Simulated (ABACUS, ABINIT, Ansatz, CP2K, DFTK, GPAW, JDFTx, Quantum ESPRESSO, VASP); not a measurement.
## One calculation of Re, 10 ways

```
Re
1.0
     2.76080    0.00000    0.00000
    -1.38040    2.39092    0.00000
     0.00000    0.00000    4.45820
Re
2
Direct
  0.66667 0.33333 0.75000
  0.33333 0.66667 0.25000
```

Alike in all runs: task single point; functional PBE; k mesh 11 × 11 × 6; occupations fermi-dirac, width 0.05 eV; no spin polarisation; no spin-orbit coupling. Pressure is positive in compression and, in plane waves, holds the error of the finite cutoff, which Ansatz's Pulay term estimates and takes out.

```
                                       program and potentials  plane-wave cutoff (eV)                                                                      notes  pressure (GPa)
                               VASP, PBE PAW files Re, 520 eV                     520                                     7 valence electrons an atom on average            5.58
                                     ABINIT, JTH PAW PBE v2.0                     599                                    15 valence electrons an atom on average            5.52
                    Quantum ESPRESSO, SSSP 1.3 efficiency PBE                     748                                    15 valence electrons an atom on average            5.60
               Ansatz, all-electron LAPW, scalar-relativistic                       -                                                                          -            6.10
                   GPAW, GPAW PAW data sets (gpaw-data 1.2.1)                     600                                    13 valence electrons an atom on average            5.36
                        Ansatz, Ansatz PAW (earlier soft set)                     420  15 valence electrons an atom on average; Pulay term of +0.10 GPa included            6.02
CP2K, POTENTIAL_UZH Re GTH-PBE-q15; TZVP-MOLOPT-PBE-GTH basis                       -                      atomic basis; 15 valence electrons an atom on average            4.13
                 DFTK, PseudoDojo SR PBE 0.4.1 standard (PBE)                     980                                    15 valence electrons an atom on average            5.81
                        JDFTx, PseudoDojo-SR-PBE-0.5-standard                     980                                    15 valence electrons an atom on average            5.83
     ABACUS, PseudoDojo NC SR 0.4.1 PBE standard, plane waves                     993                                    15 valence electrons an atom on average            5.81
```

The pressure spans 4.13 (CP2K, POTENTIAL_UZH Re GTH-PBE-q15; TZVP-MOLOPT-PBE-GTH basis) to 6.10 GPa (Ansatz, all-electron LAPW, scalar-relativistic), with all-electron results at 6.10. The pressure on the cell as given of CP2K, POTENTIAL_UZH Re GTH-PBE-q15; TZVP-MOLOPT-PBE-GTH basis lies far from the others; the cause wasn't traced. Rows in atomic bases carry the error of their basis and grid, which can be large.

Differences between rows come from potentials, basis sets and numerical settings, since the functional is the same but for its coding. Runs on potential files found faulty are left out.
